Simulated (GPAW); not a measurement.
# PbSe (Clausthalite) (Fm-3m) in GPAW: a series of runs

Aim: see how the results for PbSe (Clausthalite) move with the level of theory and the settings. Levels: LDA, PBE. Tasks: single point, electron localisation function.

Program: GPAW 26.7.0. These are calculated values, not measurements. Logs are shortened: lines on timing, memory, paths and dates and some standing lists are left out, and cuts for length are marked. The log counts tension as positive stress, the text compression.

**What was measured.**

From a printed reference work, monograph, for a bulk crystal of PbSe: band gap 0.15 eV (direct) at 4.2 K; band gap 0.28 eV (direct) at 300 K.

The results are compared with them further down.

### 1 The crystal as given

Symmetry: Fm-3m, No. 225, cubic system. Conventional cell: a = 6.121 Å, b = 6.121 Å, c = 6.121 Å, α = 90.00°, β = 90.00°, γ = 90.00°. Around Pb (site symmetry m-3m) lie 6 Se at 3.06 Å. Se (site symmetry m-3m) is surrounded by 6 Pb at 3.06 Å.

### 2 Single point, LDA

run.py

```python
from ase.dft.bandgap import bandgap
from ase.io import read, write
from ase.units import GPa
from gpaw import GPAW, PW

atoms = read('POSCAR')

calc = GPAW(mode=PW(450),
            xc='LDA',
            kpts={'size': (6, 6, 6), 'gamma': True},
            occupations={'name': 'fermi-dirac', 'width': 0.05},
            nbands=19,
            convergence={'density': 1e-05, 'energy': 1e-05},
            maxiter=80,
            txt='gpaw.txt')
atoms.calc = calc
energy = atoms.get_potential_energy()
forces = atoms.get_forces()
stress = atoms.get_stress()
calc.write('gs.gpw')
write('result.traj', atoms)
print(f'Energy: {energy:.6f} eV')
print('Forces (eV/A):')
print(forces.round(4))
print('Stress (GPa):', (stress / GPa).round(3))
print('Fermi level:', round(calc.get_fermi_level(), 4), 'eV')
print(f'Gap: {bandgap(calc)[0]:.4f} eV, direct: {bandgap(calc, direct=True)[0]:.4f} eV')
```

POSCAR

```
PbSe
1.0
    0.0000000000      3.0606500000      3.0606500000
    3.0606500000      0.0000000000      3.0606500000
    3.0606500000      3.0606500000      0.0000000000
Pb Se
1 1
Direct
    0.0000000000      0.0000000000      0.0000000000
    0.5000000000      0.5000000000      0.5000000000
```

Potentials or basis: the program's PAW data sets (release 1.2.1) made for this functional, pw.

Command:

```bash
$ OMP_NUM_THREADS=1 python run.py
```

gpaw.txt:

```text
__  _  _
 | _ |_)|_||  |
 |__||  | ||/\| - 26.7.0

Input parameters:
  mode=PW(ecut=450.00000000000006),
  convergence={'density': 1e-05, 'energy': 1e-05},
  kpts=MonkhorstPack(size=(6, 6, 6), gamma=True),
  maxiter=80,
  nbands=19,
  occupations=Occupations(name='fermi-dirac', width=0.05),
  xc=XC(name='LDA')

Diagonalizing LCAO Hamiltonian
Converting LCAO to pw mode

                Se

       Pb

Atoms  # Å, Bohr magnetons
|   | symbol |        x |        y |        z |    initial magnetic moments |
|---|--------|----------|----------|----------|-----------------------------|
| 0 |     Pb | 0.000000 | 0.000000 | 0.000000 | ( 0.0000,  0.0000,  0.0000) |
| 1 |     Se | 3.060650 | 3.060650 | 3.060650 | ( 0.0000,  0.0000,  0.0000) |

Unit cell  # Å
| periodic |        x |        y |        z |  lengths |    angles |
|----------|----------|----------|----------|----------|-----------|
|      yes | 0.000000 | 3.060650 | 3.060650 | 4.328413 | 60.000000 |
|      yes | 3.060650 | 0.000000 | 3.060650 | 4.328413 | 60.000000 |
|      yes | 3.060650 | 3.060650 | 0.000000 | 4.328413 | 60.000000 |

Number of symmetries: 48
Symmetry operations  # r_c * U_cc + t_c -> r_c
|    | kind |            matrix            |
|----|------|------------------------------|
|  0 |  σ   |  1, 0, 0,  1, 0,-1,  1,-1, 0 |
|  1 |  C2  |  1, 0, 0,  1,-1, 0,  1, 0,-1 |
|  2 |  E   |  1, 0, 0,  0, 1, 0,  0, 0, 1 |
|  3 |  σ   |  1, 0, 0,  0, 0, 1,  0, 1, 0 |
|  4 |  C4  |  1, 0,-1,  1, 0, 0,  1,-1, 0 |
|  5 |  S6  |  1, 0,-1,  1,-1, 0,  1, 0, 0 |
|  6 |  σ   |  1, 0,-1,  0, 1,-1,  0, 0,-1 |
|  7 |  C3  |  1, 0,-1,  0, 0,-1,  0, 1,-1 |
|  8 |  S6  |  1,-1, 0,  1, 0, 0,  1, 0,-1 |
|  9 |  C4  |  1,-1, 0,  1, 0,-1,  1, 0, 0 |
| 10 |  C3  |  1,-1, 0,  0,-1, 1,  0,-1, 0 |
| 11 |  σ   |  1,-1, 0,  0,-1, 0,  0,-1, 1 |
| 12 |  σ   |  0, 1, 0,  1, 0, 0,  0, 0, 1 |
| 13 |  C4  |  0, 1, 0,  0, 1,-1, -1, 1, 0 |
| 14 |  C3  |  0, 1, 0,  0, 0, 1,  1, 0, 0 |
| 15 |  S6  |  0, 1, 0, -1, 1, 0,  0, 1,-1 |
| 16 |  C2  |  0, 1,-1,  1, 0,-1,  0, 0,-1 |
| 17 |  σ   |  0, 1,-1,  0, 1, 0, -1, 1, 0 |
| 18 |  S4  |  0, 1,-1,  0, 0,-1,  1, 0,-1 |
| 19 |  C4  |  0, 1,-1, -1, 1, 0,  0, 1, 0 |
| 20 |  C3  |  0, 0, 1,  1, 0, 0,  0, 1, 0 |
| 21 |  σ   |  0, 0, 1,  0, 1, 0,  1, 0, 0 |
| 22 |  S6  |  0, 0, 1,  0,-1, 1, -1, 0, 1 |
| 23 |  C4  |  0, 0, 1, -1, 0, 1,  0,-1, 1 |
| 24 |  S4  |  0, 0,-1,  1, 0,-1,  0, 1,-1 |
| 25 |  C3  |  0, 0,-1,  0, 1,-1,  1, 0,-1 |
| 26 |  C2  |  0, 0,-1,  0,-1, 0, -1, 0, 0 |
| 27 |  S6  |  0, 0,-1, -1, 0, 0,  0,-1, 0 |
| 28 |  S4  |  0,-1, 1,  1,-1, 0,  0,-1, 0 |
| 29 |  C4  |  0,-1, 1,  0, 0, 1, -1, 0, 1 |
| 30 |  C2  |  0,-1, 1,  0,-1, 0,  1,-1, 0 |
| 31 |  σ   |  0,-1, 1, -1, 0, 1,  0, 0, 1 |
| 32 |  C3  |  0,-1, 0,  1,-1, 0,  0,-1, 1 |
| 33 |  S6  |  0,-1, 0,  0, 0,-1, -1, 0, 0 |
| 34 |  S4  |  0,-1, 0,  0,-1, 1,  1,-1, 0 |
| 35 |  C2  |  0,-1, 0, -1, 0, 0,  0, 0,-1 |
| 36 |  C2  | -1, 1, 0,  0, 1, 0,  0, 1,-1 |
| 37 |  S6  | -1, 1, 0,  0, 1,-1,  0, 1, 0 |
| 38 |  S4  | -1, 1, 0, -1, 0, 1, -1, 0, 0 |
| 39 |  C3  | -1, 1, 0, -1, 0, 0, -1, 0, 1 |
| 40 |  S6  | -1, 0, 1,  0, 0, 1,  0,-1, 1 |
| 41 |  C2  | -1, 0, 1,  0,-1, 1,  0, 0, 1 |
| 42 |  C3  | -1, 0, 1, -1, 1, 0, -1, 0, 0 |
| 43 |  S4  | -1, 0, 1, -1, 0, 0, -1, 1, 0 |
| 44 |  C2  | -1, 0, 0,  0, 0,-1,  0,-1, 0 |
| 45 |  i   | -1, 0, 0,  0,-1, 0,  0, 0,-1 |
| 46 |  σ   | -1, 0, 0, -1, 1, 0, -1, 0, 1 |
| 47 |  C2  | -1, 0, 0, -1, 0, 1, -1, 1, 0 |

BZ-sampling:
  Number of BZ points: 216
  Number of IBZ points: 16

  Monkhorst-Pack size: [6, 6, 6]
  Monkhorst-Pack shift: [0.08333333333333333, 0.08333333333333333, 0.08333333333333333]

K-points  # in reciprocal-cell coordinates
|     |                                coordinates |     weight |
|-----|--------------------------------------------|------------|
|   0 | (  0.00000000,   0.00000000,   0.00000000) | 0.00462963 |
|   1 | (  0.16666667,   0.16666667,   0.00000000) | 0.02777778 |
|   2 | (  0.16666667,   0.16666667,   0.16666667) | 0.03703704 |
|   3 | (  0.33333333,   0.16666667,   0.16666667) | 0.05555556 |
|   4 | (  0.33333333,   0.33333333,  -0.33333333) | 0.05555556 |
|   5 | (  0.33333333,   0.33333333,   0.00000000) | 0.02777778 |
|   6 | (  0.33333333,   0.33333333,   0.16666667) | 0.11111111 |
|   7 | (  0.33333333,   0.33333333,   0.33333333) | 0.03703704 |
|   8 | (  0.50000000,   0.33333333,  -0.33333333) | 0.11111111 |
|   9 | (  0.50000000,   0.33333333,  -0.16666667) | 0.05555556 |
| ... |                                            |            |
|  15 | (  0.50000000,   0.50000000,   0.50000000) | 0.01851852 |

Plane wave coefficients: 1260
Cutoff: 450.00000000000006 eV

Spin-components: 1 (collinear spins)
Bands:           19
Projectors:      11
Spin-degeneracy: 2
Datatype:        complex128

Density:
  Valence electrons: 20.0
  Components: 1
  Grid points: [24 24 24]
  Charge: 0.0  # |e|

Potential:
  Grid points: [24 24 24]

species:
  Pb:
    name:    Lead
    Z:       82.0
    valence: 14
    core:    68
    charge:  0.0  # [|e|]
    compensation charges:
      type: gauss
      rc: 0.38  # [Å]
      lmax: 2
    cutoffs:
      filter: 2.36  # [Å]
      core: 2.43  # [Å]
    projectors
    | kind |    occ | energy [eV] | rcut [Å] |
    |------|--------|-------------|----------|
    |   6s |  2.000 |     -12.249 |    1.259 |
    |   6p |  2.000 |      -3.713 |    1.275 |
    |   5d | 10.000 |     -21.326 |    1.217 |
    |    s |        |      14.962 |    1.259 |
    |    p |        |      23.498 |    1.275 |
    |    d |        |       5.885 |    1.217 |

    Using partial waves for Pb as LCAO basis

  Se:
    name:    Selenium
    Z:       34.0
    valence: 6
    core:    28
    charge:  0.0  # [|e|]
    compensation charges:
      type: gauss
      rc: 0.27  # [Å]
      lmax: 2
    cutoffs:
      filter: 1.77  # [Å]
      core: 2.67  # [Å]
    projectors
    | kind |    occ | energy [eV] | rcut [Å] |
    |------|--------|-------------|----------|
    |   4s |  2.000 |     -17.472 |    0.847 |
    |   4p |  4.000 |      -6.656 |    1.005 |
    |    s |        |       9.739 |    0.847 |
    |    p |        |      20.555 |    1.005 |
    |    d |        |       0.000 |    0.847 |

    Using partial waves for Se as LCAO basis

Reference energy: -632988.107271  # eV

eigensolver:
  PPCG
  Converge bands: occupied
  niter=2

density mixing:
  MSR1-Mixer
  Pratt-step length: 0.05
  Maximum mixing coefficient: 0.75
  Old densities: 10
  SVD Regularization: 0.005
  Good broyden scale: 1.0
  Trust region scale: 1.0
  Backstep threshold: 4.0
  History deletion threshold: 6.0
  Fourier metric: weight=20.0, sigma=0.015

occupation numbers:
  Fermi-Dirac:
    width: 0.0500  # eV

poisson solver:
  ecut: 3600.0000000000005  # eV

xc functional:
  name: None

convergence criteria:
- Maximum integral of absolute [dens]ity change: 1e-05 electrons / valence electron
- Maximum [total energy] change in last 3 cyles: 1e-05 eV / valence electron
- Maximum integral of absolute [eigenst]ate change: 4e-08 eV^2 / valence electron
maximum number of iterations: 80

SCF iterations
|iter     | |      energy | eigst |  dens |
|---------|-|-------------|-------|-------|
|iter:   1| |   -9.924759 | -0.26 |       |
|iter:   2| |   -9.867150 | -2.15 | -1.25 |
|iter:   3| |   -9.675267 | -2.06 | -1.30 |
|iter:   4| |   -9.673308 | -4.02 | -1.92 |
|iter:   5| |   -9.672967 | -4.76 | -2.33 |
|iter:   6| |   -9.672970 | -5.90 | -3.36 |
|iter:   7| |   -9.672970c| -6.88 | -3.90 |
|iter:   8| |   -9.672970c| -7.80c| -4.57 |
|iter:   9| |   -9.672970c| -8.03c| -5.25c|

Converged in 9 steps
Energy contributions relative to reference atoms: (reference = -632988.107271)

Energy contributions:
  Kinetic:          14.811769
  Coulomb:         -15.498282
  Zero:             -0.058354
  External:          0.000000
  Xc:               -8.927207
  Entropy:          -0.001793
  Spinorbit:         0.000000
  ----------------------------
  Free energy:      -9.673866
  Extrapolated:     -9.672970

dipole moment: (-25.972143, -25.972143, -25.972143)  # |e|*Ang

Fermi level: 5.842
Eigenvalues  # (at kpt = [0.000, 0.000, 0.000])
| band index |      eig [eV] | occ [0-2] |
|------------|---------------|-----------|
|          0 |       -10.967 |     2.000 |
|        ... |               |           |
|          2 |       -10.958 |     2.000 |
|          3 |       -10.958 |     2.000 |
|          4 |       -10.958 |     2.000 |
|          5 |        -7.862 |     2.000 |
|          6 |        -0.617 |     2.000 |
|          7 |         3.891 |     2.000 |
[... 9 lines left out ...]
|         17 |        14.043 |     0.000 |
|         18 |        14.802 |     0.000 |

Gap: 0.146 eV
Transition (v -> c):
  (s=0, k=15, n=9, [0.50, 0.50, 0.50]) -> (s=0, k=15, n=10, [0.50, 0.50, 0.50])
No difference between direct/indirect transitions

Forces  # eV/Ang
|        x |       y |        z |
|----------|---------|----------|
| -0.00000 | 0.00000 |  0.00000 |  # Pb   0
|  0.00000 | 0.00000 | -0.00000 |  # Se   1

Stress tensor  # eV/Ang^3
|         x |         y |         z |
|-----------|-----------|-----------|
|  0.019061 | -0.000000 | -0.000000 |
| -0.000000 |  0.019061 | -0.000000 |
| -0.000000 | -0.000000 |  0.019061 |

# Writing to gs.gpw (mode='')
```

It took 7.9 s on 1 thread of Arm Neoverse V2, shared host; peak memory 0.14 GiB.

Results:

- Free energy: -9.6739 eV
- Pressure: -3.1 GPa
- Band gap on the k mesh: 0.15 eV, direct

Levels at points of the mesh, in eV from the valence-band top:
| k point | band 7 | band 8 | band 9 | band 10 | band 11 | band 12 | band 13 | band 14 |
| --- | --- | --- | --- | --- | --- | --- | --- | --- |
| (0.00, 0.00, 0.00) | -6.39 | -1.88 | -1.88 | -1.88 | 4.57 | 4.57 | 4.57 | 6.50 |
| (0.50, 0.50, 0.00) | -7.44 | -5.02 | -3.25 | -3.25 | 3.64 | 5.48 | 5.48 | 5.92 |
| (0.50, 0.50, 0.50) | -8.84 | -1.45 | -1.45 | 0.00 | 0.15 | 1.58 | 1.58 | 8.43 |

Caveat: the cutoff is short for stress and forces, so pressures can be off by a GPa or more; spin-orbit coupling is left out, which as a rule narrows the gap of such compounds by several tenths of an eV.

(Continued in part 2 of 2.)
